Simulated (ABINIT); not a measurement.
The system is P.

```
P
1.0
     1.64774   -5.46504    0.00000
     1.64774    5.46504    0.00000
     0.00000    0.00000    4.54364
P
4
Direct
  0.90414 0.09586 0.58882
  0.09586 0.90414 0.41118
  0.59586 0.40414 0.08882
  0.40414 0.59586 0.91118
```

Base run:

* Program: ABINIT 10.8.3 (patched build)
* Functional: r2SCAN
* Potentials or basis: JTH PAW PBE v2.0
* Cutoff: 653 eV
* k mesh: 6 × 6 × 5
* Occupations: fermi-dirac, width 0.05 eV
* Spin: no spin polarisation

Its results: band gap on the k mesh 0.24 eV, direct; pressure 0.7 GPa; largest force 0.085 eV/Å.

Problem. The run is repeated on the same cell with these changes: potentials or basis from JTH PAW PBE v2.0 to SG15 NC PBE v1.2; cutoff from 653 eV to 980 eV. What comes out?

Solution. Band gap on the k mesh 0.22 eV, direct; pressure 1.3 GPa; largest force 0.214 eV/Å.

Caveats: the PAW data sets were made with another functional, which shifts forces and pressure a little (some runs); the potentials were made for another functional, which shifts forces and pressure (some runs).
